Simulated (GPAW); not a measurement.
Crystal: YN.

```xyz
2
Lattice="0.0000 2.4385 2.4385 2.4385 0.0000 2.4385 2.4385 2.4385 0.0000" Properties=species:S:1:pos:R:3 pbc="T T T"
Y     0.0000    0.0000    0.0000
N     2.4385    2.4385    2.4385
```

Base run:

* Program: GPAW 26.7.0
* Functional: PBEsol
* Potentials or basis: PAW data sets generated in the run's folder for this functional
* Cutoff: 800 eV
* Basis: pw
* k mesh: 9 × 9 × 9
* Occupations: fermi-dirac, width 0.05 eV
* Spin: no spin polarisation
* Hubbard terms: Y d U = 2 eV

Its results: band gap on the k mesh 0.54 eV, indirect (least direct gap 0.97 eV); pressure 2.4 GPa.

Problem. The run is repeated on the same cell with these changes: hubbard terms from Y d U = 2 eV to Y d U = 3 eV. What comes out?

Solution. Band gap on the k mesh 0.73 eV, indirect (least direct gap 1.18 eV); pressure 5.3 GPa.

A k mesh can miss the band edges.

Not every run made on this cell is shown here.
